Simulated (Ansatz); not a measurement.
Crystal: AlCu.

```
Cu Al
1.0
     2.99751    0.00000    0.00000
     0.00000    2.99751    0.00000
     0.00000    0.00000    2.99751
Cu Al
1 1
Direct
  0.50000 0.50000 0.50000
  0.00000 0.00000 0.00000
```

The cell comes from a database or a generator and needn't be the stable form of this composition.

- Program: Ansatz 0.2.0
- Task: single point
- Functional: PBEsol
- Potentials or basis: Ansatz PAW
- Cutoff: 420 eV (not typed: the program's choice for these potentials)
- k mesh: 9 × 9 × 9
- Occupations: fermi-dirac, width 0.05 eV
- Spin: no spin polarisation

On this cell: pressure -4.7 GPa; largest force zero by symmetry; band gap on the k mesh none (metal or under the smearing width).

The same run follows on a disturbed copy (atoms moved at random, drawn with an rms of 0.05 Å):

```
CELL_PARAMETERS angstrom
2.99751 0.00000 0.00000
0.00000 2.99751 0.00000
0.00000 0.00000 2.99751
ATOMIC_POSITIONS crystal
Cu 0.50650 0.49273 0.49086
Al 0.00522 0.98832 0.99438
```

What changes?

The energy (extrapolated to zero smearing) moves by +0.3 meV/atom; pressure -4.7 GPa; largest force 0.065 eV/Å; band gap on the k mesh none (metal or under the smearing width).

Forces in eV/Å, atoms in the order of the input:
```
Cu  -0.014 -0.049  0.039
Al   0.014  0.049 -0.039
```

Caveats: the PAW data sets come from PBE, with cores solved anew for the run's functional, which leaves a small shift of forces and pressure.
